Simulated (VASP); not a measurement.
# WS2 (R3m) in VASP: notebook

The runs below take WS2 through single point, with PBEsol.

Everything below comes from runs of VASP 6.6.1. Logs are shortened: lines on timing, memory, paths and dates and some standing lists are left out, and cuts for length are marked.

**1. The structure**

The structure is trigonal, space group R3m (No. 160). Conventional cell: a = 3.158 Å, b = 3.158 Å, c = 18.490 Å, α = 90.00°, β = 90.00°, γ = 120.00°. Around W (site symmetry 3m) lie 6 S at 2.39 to 2.42 Å. S (site symmetry 3m) is surrounded by 3 W at 2.42 Å. Around S (site symmetry 3m) lie 3 W at 2.39 Å.

Measurements of this composition are mostly on another form, of space group No. 194.

**2. Single point, PBEsol, spin-orbit coupling, no magnetisation**

INCAR

```
SYSTEM = WS2
PREC = Accurate ; ENCUT = 460
EDIFF = 1E-7 ; ISMEAR = 0
SIGMA = 0.02 ; LREAL = .FALSE.
LASPH = .TRUE. ; NELM = 100
ALGO = Normal ; ISIF = 2
LWAVE = .FALSE. ; LCHARG = .FALSE.
MAGMOM = 0 0 0 0 0 0 0 0 0 ; LORBIT = 11
LSORBIT = .TRUE. ; GGA_COMPAT = .FALSE.
LMAXMIX = 4 ; GGA = PS
NBANDS = 42
```

KPOINTS

```
Automatic mesh
0
G
  5 5 5
  0 0 0
```

POSCAR

```
WS2
1.0
    1.5790000000      0.9116360751      6.1633333333
   -1.5790000000      0.9116360751      6.1633333333
    0.0000000000     -1.8232721501      6.1633333333
W S
1 2
Direct
    0.0000000000      0.0000000000      0.0000000000
    0.5810000000      0.5810000000      0.5810000000
    0.7503000000      0.7503000000      0.7503000000
```

Potentials or basis: VASP PAW PBE potentials, release 64 (W_sv, S).

The run is started by

```bash
$ cat potpaw_PBE.64/W_sv/POTCAR potpaw_PBE.64/S/POTCAR > POTCAR
$ mpirun -np 1 vasp_ncl > vasp.out
```

OUTCAR:

```text
SYSTEM = WS2
   PREC = Accurate
   ENCUT = 460
   EDIFF = 1E-7
   ISMEAR = 0
   LREAL = .FALSE.
   LASPH = .TRUE.
   NELM = 100
   ISIF = 2
   LORBIT = 11
   LSORBIT = .TRUE.
   GGA = PS

 Found     35 irreducible k-points:

 Following reciprocal coordinates:
            Coordinates               Weight
  0.000000  0.000000  0.000000      1.000000
  0.200000 -0.000000  0.000000      3.000000
 -0.200000  0.000000  0.000000      3.000000
  0.400000  0.000000 -0.000000      3.000000
 -0.400000 -0.000000  0.000000      3.000000
  0.200000  0.200000  0.000000      3.000000
   k-points           NKPTS =     35   k-points in BZ     NKDIM =     35   number of bands    NBANDS=     42
   number of dos      NEDOS =    301   number of ions     NIONS =      3
   total plane-waves  NPLWV = 110592
   dimension x,y,z NGX =    48 NGY =   48 NGZ =   48
   dimension x,y,z NGXF=    96 NGYF=   96 NGZF=   96
   ions per type =               1   2
   NGX,Y,Z   is equivalent  to a cutoff of  12.42, 12.42, 12.42 a.u.
   NGXF,Y,Z  is equivalent  to a cutoff of  24.83, 24.83, 24.83 a.u.
 SYSTEM =  WS2
   PREC   = accura    normal or accurate (medium, high low for compatibility)
   ISTART =      0    job   : 0-new  1-cont  2-samecut
   ICHARG =      2    charge: 1-file 2-atom 10-const
   ISPIN  =      1    spin polarized calculation?
   LNONCOLLINEAR =      T non collinear calculations
   LSORBIT =      T    spin-orbit coupling
   LASPH  =      T    aspherical Exc in radial PAW
   ENCUT  =  460.0 eV  33.81 Ry    5.81 a.u.  11.24 11.24 11.24*2*pi/ulx,y,z
   NELM   =    100;   NELMIN=  2; NELMDL= -5     # of ELM steps
   EDIFF  = 0.1E-06   stopping-criterion for ELM
   LREAL  =      F    real-space projection
   EDIFFG = 0.1E-05   stopping-criterion for IOM
   NSW    =      0    number of steps for IOM
   IBRION =     -1    ionic relax: 0-MD 1-quasi-New 2-CG
   NFREE  =      0    steps in history (QN), initial steepest desc. (CG)
   ISIF   =      2    stress and relaxation
   ISYM   =      2    0-nonsym 1-usesym 2-fastsym
   POTIM  = 0.5000    time-step for ionic-motion
   TEBEG  =    0.0;   TEEND  =   0.0 temperature during run
   PSTRESS=    0.0 pullay stress
   NELECT =      26.0000    total number of electrons
   NUPDOWN=      -1.0000    fix difference up-down
   EMIN   =  10.00;   EMAX   =-10.00  energy-range for DOS
   EFERMI =   0.00;   METHOD = LEGACY
   ISMEAR =     0;   SIGMA  =   0.02  broadening in eV -4-tet -1-fermi 0-gaus
   EFERMI_NEDOS =   21; number of points for ismear=-14 and -15
   IALGO  =     38    algorithm
   IMIX   =      4    mixing-type and parameters
     AMIX     =   0.40;   BMIX     =  1.00
     AMIX_MAG =   1.60;   BMIX_MAG =  1.00
  volume/ion in A,a.u.               =      17.74       119.74
  Fermi-wavevector in a.u.,A,eV,Ry     =   1.289266  2.436359 22.615687  1.662206
  Thomas-Fermi vector in A             =   2.421169
   LORBIT       =     11    0 simple, 1 ext, 2 COOP (PROOUT), +10 PAW based schemes
   GGA     = PS    functional components
   LHFCALC =     F    Hartree Fock is set to
   AEXX    =    0.0000 exact exchange contribution
   IVDW    =     0    specifies the selected vdW correction
   LEPSILON=     F    determine dielectric tensor
   LRPA    =     F    only Hartree local field effects (RPA)
 Gauss-broadening in eV      SIGMA  =   0.02
  energy-cutoff  :      460.00
  volume of cell :       53.23
 maximum number of plane-waves:      2466
 NGX is ok and might be reduce to    48
   NGX = 23   NGY = 23   NGZ = 23

 number of electron      26.0000000 magnetization       0.0000000      0.0000000      0.0000000

 number of electron      26.0000001 magnetization      -0.0000000      0.0000000      0.0000000

 number of electron      26.0000001 magnetization       0.0000000     -0.0000000     -0.0000000

 number of electron      26.0000001 magnetization      -0.0000000     -0.0000000     -0.0000000

 Free energy of the ion-electron system (eV)
  ---------------------------------------------------
  ext. energy  EPLUGINS =         0.00000000
  ---------------------------------------------------
  free energy    TOTEN  =       -26.02233776 eV

  energy without entropy =      -26.02233776  energy(sigma->0) =      -26.02233776

 E-fermi :   7.6061     XC(G=0): -11.1159

 val. band max:        7.3515087814   @ k =   0.4000   0.4000   0.4000
 cond. band min:       8.2978610105   @ k =  -0.2000   0.2000   0.0000
 fundamental gap:      0.9463522291
 Fermi energy:         7.6060748934

 k-point     1 :       0.0000    0.0000    0.0000
  band No.  band energies     occupation
      1     -67.2106      1.00000
      2     -67.2106      1.00000
      3     -37.2757      1.00000
      4     -37.2757      1.00000
      5     -28.6581      1.00000
      6     -28.6581      1.00000
[... 30 lines left out ...]
     37      15.1468      0.00000
     38      15.1468      0.00000

 k-point     2 :       0.2000   -0.0000    0.0000
  band No.  band energies     occupation
      1     -67.2040      1.00000
      2     -67.2040      1.00000
      3     -37.3011      1.00000
      4     -37.3005      1.00000
      5     -28.6874      1.00000
      6     -28.6845      1.00000
[... 30 lines left out ...]
     37      15.7249      0.00000
     38      15.8427      0.00000

 k-point     3 :      -0.2000    0.0000    0.0000
  band No.  band energies     occupation
      1     -67.2040      1.00000
      2     -67.2040      1.00000
      3     -37.3011      1.00000
      4     -37.3005      1.00000
      5     -28.6874      1.00000
      6     -28.6845      1.00000
[... 30 lines left out ...]
     37      15.7249      0.00000
     38      15.8427      0.00000

 k-point     4 :       0.4000    0.0000   -0.0000
  band No.  band energies     occupation
      1     -67.1934      1.00000
      2     -67.1934      1.00000
      3     -37.3421      1.00000
      4     -37.3417      1.00000
      5     -28.8243      1.00000
      6     -28.8229      1.00000
[... 30 lines left out ...]
     37      13.9957      0.00000
     38      14.1897      0.00000

 k-point     5 :      -0.4000   -0.0000    0.0000
  band No.  band energies     occupation
      1     -67.1934      1.00000
      2     -67.1934      1.00000
      3     -37.3421      1.00000
      4     -37.3417      1.00000
      5     -28.8243      1.00000
      6     -28.8229      1.00000
[... 30 lines left out ...]
     37      13.9957      0.00000
     38      14.1897      0.00000

 k-point     6 :       0.2000    0.2000    0.0000
  band No.  band energies     occupation
      1     -67.2040      1.00000
      2     -67.2040      1.00000
      3     -37.3011      1.00000
      4     -37.3005      1.00000
      5     -28.6874      1.00000
      6     -28.6845      1.00000
[... 30 lines left out ...]
     37      15.6990      0.00000
     38      15.8052      0.00000

 [... further k-points ...]

 [bands above 38 left out]

------------------------ aborting loop because EDIFF is reached ----------------------------------------

  FORCE on cell =-STRESS in cart. coord.  units (eV):
  Direction    XX          YY          ZZ          XY          YZ          ZX
  --------------------------------------------------------------------------------------
  -------------------------------------------------------------------------------------
  Total       -0.1986788     -0.1986788      0.1278899     -0.0000000      0.0000000      0.0000000
  in kB       -5.9798681     -5.9798681      3.8492525     -0.0000000      0.0000000      0.0000000
  external PRESSURE =      -2.7034945 kB  Pullay stress =       0.0000000 kB

 VOLUME and BASIS-vectors are now :
 -----------------------------------------------------------------------------
  energy-cutoff  :      460.00
  volume of cell :       53.23
      direct lattice vectors                 reciprocal lattice vectors
     1.579000000  0.911636075  6.163333333     0.316656111  0.182821491  0.054083288
    -1.579000000  0.911636075  6.163333333    -0.316656111  0.182821491  0.054083288
     0.000000000 -1.823272150  6.163333333     0.000000000 -0.365642982  0.054083288

 POSITION                                       TOTAL-FORCE (eV/Angst)
 -----------------------------------------------------------------------------------
      0.00000      0.00000      0.00000         0.000000     -0.000000     -0.595228
      0.00000      0.00000     10.74269         0.000000      0.000000      0.321678
      0.00000      0.00000     13.87305         0.000000      0.000000      0.273550
 -----------------------------------------------------------------------------------
    total drift:                               -0.000000     -0.000000      0.000020

  FREE ENERGIE OF THE ION-ELECTRON SYSTEM (eV)
  ---------------------------------------------------
  free  energy   TOTEN  =       -26.0223377611 eV

  energy  without entropy=      -26.0223377611  energy(sigma->0) =      -26.02233776

 Spin-Orbit-Coupling matrix elements

 Ion:    1  E_soc:     -1.4950456
 l=   1
     0.0000000    -0.2222733    -0.2230755
    -0.2222733     0.0000000    -0.2222733
    -0.2230755    -0.2222733     0.0000000
 l=   2
     0.0000000    -0.0050826     0.0000000    -0.0050826    -0.0224786
    -0.0050826     0.0000000    -0.0163551    -0.0043815    -0.0050826
     0.0000000    -0.0163551     0.0000000    -0.0163551     0.0000000
    -0.0050826    -0.0043815    -0.0163551     0.0000000    -0.0050826
    -0.0224786    -0.0050826     0.0000000    -0.0050826     0.0000000
 l=   3
     0.0000000     0.0000000     0.0000000     0.0000000     0.0000000     0.0000000     0.0000000
     0.0000000     0.0000000     0.0000000     0.0000000     0.0000000     0.0000000     0.0000000
     0.0000000     0.0000000     0.0000000     0.0000000     0.0000000     0.0000000     0.0000000
     0.0000000     0.0000000     0.0000000     0.0000000     0.0000000     0.0000000     0.0000000
     0.0000000     0.0000000     0.0000000     0.0000000     0.0000000     0.0000000     0.0000000
     0.0000000     0.0000000     0.0000000     0.0000000     0.0000000     0.0000000     0.0000000
     0.0000000     0.0000000     0.0000000     0.0000000     0.0000000     0.0000000     0.0000000

 Ion:    2  E_soc:     -0.0030319
 l=   1
     0.0000000    -0.0004716    -0.0005728
    -0.0004716     0.0000000    -0.0004716
    -0.0005728    -0.0004716     0.0000000
 l=   2
     0.0000000     0.0000000     0.0000000     0.0000000     0.0000000
     0.0000000     0.0000000     0.0000000     0.0000000     0.0000000
     0.0000000     0.0000000     0.0000000     0.0000000     0.0000000
     0.0000000     0.0000000     0.0000000     0.0000000     0.0000000
     0.0000000     0.0000000     0.0000000     0.0000000     0.0000000
 l=   3
     0.0000000     0.0000000     0.0000000     0.0000000     0.0000000     0.0000000     0.0000000
     0.0000000     0.0000000     0.0000000     0.0000000     0.0000000     0.0000000     0.0000000
     0.0000000     0.0000000     0.0000000     0.0000000     0.0000000     0.0000000     0.0000000
     0.0000000     0.0000000     0.0000000     0.0000000     0.0000000     0.0000000     0.0000000
     0.0000000     0.0000000     0.0000000     0.0000000     0.0000000     0.0000000     0.0000000
     0.0000000     0.0000000     0.0000000     0.0000000     0.0000000     0.0000000     0.0000000
     0.0000000     0.0000000     0.0000000     0.0000000     0.0000000     0.0000000     0.0000000

 Ion:    3  E_soc:     -0.0030287
 l=   1
     0.0000000    -0.0004779    -0.0005585
    -0.0004779     0.0000000    -0.0004779
    -0.0005585    -0.0004779     0.0000000
 l=   2
     0.0000000     0.0000000     0.0000000     0.0000000     0.0000000
     0.0000000     0.0000000     0.0000000     0.0000000     0.0000000
     0.0000000     0.0000000     0.0000000     0.0000000     0.0000000
     0.0000000     0.0000000     0.0000000     0.0000000     0.0000000
     0.0000000     0.0000000     0.0000000     0.0000000     0.0000000
 l=   3
     0.0000000     0.0000000     0.0000000     0.0000000     0.0000000     0.0000000     0.0000000
     0.0000000     0.0000000     0.0000000     0.0000000     0.0000000     0.0000000     0.0000000
     0.0000000     0.0000000     0.0000000     0.0000000     0.0000000     0.0000000     0.0000000
     0.0000000     0.0000000     0.0000000     0.0000000     0.0000000     0.0000000     0.0000000
     0.0000000     0.0000000     0.0000000     0.0000000     0.0000000     0.0000000     0.0000000
     0.0000000     0.0000000     0.0000000     0.0000000     0.0000000     0.0000000     0.0000000
     0.0000000     0.0000000     0.0000000     0.0000000     0.0000000     0.0000000     0.0000000

 total charge

# of ion       s       p       d       tot
------------------------------------------
    1        2.325   6.340   3.418  12.082
    2        1.355   2.335   0.000   3.691
    3        1.353   2.353   0.000   3.706
--------------------------------------------------
tot          5.032  11.028   3.418  19.479

 magnetization (x)

# of ion       s       p       d       tot
------------------------------------------
    1        0.000   0.000  -0.000  -0.000
    2        0.000   0.000   0.000   0.000
    3        0.000   0.000   0.000   0.000
--------------------------------------------------
tot          0.000   0.000  -0.000  -0.000

 magnetization (y)

# of ion       s       p       d       tot
------------------------------------------
    1        0.000   0.000   0.000   0.000
    2        0.000   0.000   0.000   0.000
    3        0.000   0.000   0.000   0.000
--------------------------------------------------
tot          0.000   0.000   0.000   0.000

 magnetization (z)

# of ion       s       p       d       tot
------------------------------------------
    1        0.000   0.000   0.000   0.000
    2        0.000   0.000   0.000   0.000
    3        0.000   0.000   0.000   0.000
--------------------------------------------------
tot          0.000   0.000   0.000   0.000
```

Wall time 5.7 min (1 thread of Intel Xeon 6975P-C (Granite Rapids), shared host); peak memory 0.74 GiB.

The run converged, but some of its settings lie outside the range that counts as converged, so its numbers aren't taken as properties of the crystal.

Results:

```
Free energy                                           : -26.0223 eV
Pressure                                              : -0.3 GPa
Largest force                                         : 0.595 eV/Å
Valence electrons inside the program's atomic spheres : W 12.08; S 3.69, 3.71
```

Caveat: the k mesh is coarse (spacing up to 0.46 Å⁻¹), so the values aren't converged; the PAW data sets were made with another functional, which shifts forces and pressure a little.

**3. Single point, PBEsol, spin-orbit coupling, no magnetisation**

Edit INCAR of step 2 so:

```diff
@@ -1,3 +1,3 @@
 SYSTEM = WS2
-PREC = Accurate ; ENCUT = 460
+PREC = Accurate ; ENCUT = 400
 EDIFF = 1E-7 ; ISMEAR = 0
```

KPOINTS

```
Automatic mesh
0
G
  6 6 6
  0 0 0
```

POSCAR is that of step 2.

Potentials or basis: VASP PAW PBE potentials, release 64 (W_sv, S).

The run is started by

```bash
$ cat potpaw_PBE.64/W_sv/POTCAR potpaw_PBE.64/S/POTCAR > POTCAR
$ mpirun -np 1 vasp_ncl > vasp.out
```

Run time: 5.6 min. Hardware: 1 thread of Intel Xeon 6975P-C (Granite Rapids), shared host; peak memory 0.56 GiB.

These settings aren't checked as converged: the numbers below hold their error.

Results:

| Item | Value |
| --- | --- |
| Free energy | -26.0198 eV |
| Pressure | -0.3 GPa |
| Largest force | 0.596 eV/Å |
| Valence electrons inside the program's atomic spheres | W 12.08; S 3.69, 3.71 |

Caveat: the k mesh is coarse (spacing up to 0.39 Å⁻¹), so the values aren't converged; the PAW data sets were made with another functional, which shifts forces and pressure a little.

**4. Single point, PBEsol, spin-orbit coupling, no magnetisation**

Edit INCAR of step 3 so:

```diff
@@ -1,3 +1,3 @@
 SYSTEM = WS2
-PREC = Accurate ; ENCUT = 400
+PREC = Normal ; ENCUT = 400
 EDIFF = 1E-7 ; ISMEAR = 0
```

KPOINTS is that of step 3.

POSCAR is that of step 3.

The run is started by

```bash
$ cat potpaw_PBE.64/W_sv/POTCAR potpaw_PBE.64/S/POTCAR > POTCAR
$ mpirun -np 1 vasp_ncl > vasp.out
```

Wall time 1.7 min (1 thread of Intel Xeon 6975P-C (Granite Rapids), shared host); peak memory 0.37 GiB.

The run converged, but some of its settings lie outside the range that counts as converged, so its numbers aren't taken as properties of the crystal.

Results:

```
Free energy                                           : -26.0197 eV
Pressure                                              : -0.3 GPa
Largest force                                         : 0.596 eV/Å
Valence electrons inside the program's atomic spheres : W 12.08; S 3.69, 3.71
```

Caveat: the k mesh is coarse (spacing up to 0.39 Å⁻¹), so the values aren't converged; the PAW data sets were made with another functional, which shifts forces and pressure a little.

**5. The reference run**

An earlier run on the cell as given: functional PBEsol; potentials or basis VASP PAW PBE potentials, release 64 (W_sv, S); cutoff 520 eV; k mesh 10 × 10 × 10; occupations fermi-dirac, width 0.05 eV; no spin polarisation.

- Pressure: -0.5 GPa
- Largest force: 0.602 eV/Å
- Band gap on the k mesh: 1.03 eV, indirect (least direct gap 2.24 eV)
